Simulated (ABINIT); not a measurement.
Sc:

```
CELL_PARAMETERS angstrom
0.00000 2.26000 2.26000
2.26000 0.00000 2.26000
2.26000 2.26000 0.00000
ATOMIC_POSITIONS crystal
Sc 0.00000 0.00000 0.00000
```

This isn't the form of Sc at room conditions, which is hcp.

- Program: ABINIT 10.8.3 (patched build)
- Task: single point
- Functional: PBE
- Potentials or basis: JTH PAW PBE v2.0
- Cutoff: 408 eV
- k mesh: 10 × 10 × 10
- Occupations: fermi-dirac, width 0.05 eV
- Spin: no spin polarisation

On this cell: pressure 3.7 GPa; band gap on the k mesh none (metal or under the smearing width).

The same run follows on a disturbed copy (cell strained at random at fixed volume):

```
Sc
1.0
    -0.01168    2.25030    2.29529
     2.24844   -0.02351    2.30712
     2.21212    2.22582    0.01281
Sc
1
Direct
  0.99182 0.00078 0.99550
```

Q: What changes?

A: The energy (extrapolated to zero smearing) moves by +2.5 meV/atom; pressure 3.7 GPa; band gap on the k mesh none (metal or under the smearing width).

Stress tensor (GPa, compression positive):
```
 3.94  0.90 -0.42
 0.90  3.81 -0.01
-0.42 -0.01  3.28
```
